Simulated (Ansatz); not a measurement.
Runs of Ansatz 0.2.0 on AlNi3. The structure is cubic, space group Pm-3m (No. 221). Conventional cell: a = 3.523 Å, b = 3.523 Å, c = 3.523 Å, α = 90.00°, β = 90.00°, γ = 90.00°. Around Ni (site symmetry 4/mmm) lie 8 Ni at 2.49 Å and 4 Al at 2.49 Å. Around Al (site symmetry m-3m) lie 12 Ni at 2.49 Å. The cell is a database's computed one.

```tsv
spin	k mesh	gap on the mesh (eV)	pressure (GPa)	moment (μB)
collinear, antiferromagnetic start	8 × 8 × 8	none	7.3	0.70
non-collinear, random start	6 × 6 × 6	none	7.4	0.70
collinear, ferromagnetic start	8 × 8 × 8	none	7.3	0.70
collinear, random start	8 × 8 × 8	none	7.3	0.70
off	8 × 8 × 8	none	(a)	-
```

Alike in all rows: task single point; level PBE; potentials or basis Ansatz PAW; cell as given; cutoff (eV) 420; smearing fermi-dirac 0.05 eV.

Q: Estimate the missing entries.

A: (a) 7.1.

Caveats: the starting moments weren't kept (some runs).

A gap of «none» marks a metal or a gap under the smearing width.
